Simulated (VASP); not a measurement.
A run of VASP 6.6.1 is set up as follows.

Contents of INCAR:

```
SYSTEM = Au
PREC = Accurate ; ENCUT = 520
EDIFF = 1E-7 ; ISMEAR = -1
SIGMA = 0.05 ; LREAL = .FALSE.
LASPH = .TRUE. ; NELM = 60
ALGO = Normal ; ISIF = 2
LWAVE = .FALSE. ; LCHARG = .FALSE.
LMAXMIX = 4 ; LDAU = .TRUE.
LDAUTYPE = 2 ; LDAUL = 2
LDAUU = 3 ; LDAUJ = 0
LDAUPRINT = 1 ; LDIPOL = .TRUE.
IDIPOL = 3 ; DIPOL = 0.5 0.5 0.500
GGA = CA ; NBANDS = 42
```

KPOINTS

```
Automatic mesh
0
G
  8 8 1
  0 0 0
```

POSCAR

```
Au
1.0
    2.8226199300      0.0000000000      0.0000000000
   -1.4113099650      2.5559330250      0.0000000000
    0.0000000000      0.0000000000     27.2329240250
Au
6
Direct
    0.3346720300      0.6693440600      0.2754019360
    0.6653279700      0.3306559400      0.3652411616
    0.3346720300      0.6693440600      0.4550803872
    0.6653279700      0.3306559400      0.5449196128
    0.3346720300      0.6693440600      0.6347588384
    0.6653279700      0.3306559400      0.7245980640
```

Potentials or basis: VASP PAW LDA potentials, release 64 (Au).

Launch:

```sh
$ cat potpaw_LDA.64/Au/POTCAR > POTCAR
$ mpirun -np 1 vasp_std > vasp.out
```

Question: What does it give for the largest force?

Answer: 0.390 eV/Å.

Question: What does it give for the band gap on the k mesh?

Answer: None (metal or under the smearing width).

Forces on the atoms (eV/Å):
```
Au   0.000  0.005  0.390
Au   0.000 -0.012  0.161
Au   0.000  0.018 -0.091
Au   0.000 -0.018  0.091
Au   0.000  0.012 -0.161
Au   0.000 -0.005 -0.390
```

Caveat: U without spin polarisation on a metal has little footing; the U is typed as a test and isn't derived for this compound. Spin-orbit coupling is left out, which matters for the levels of Au.
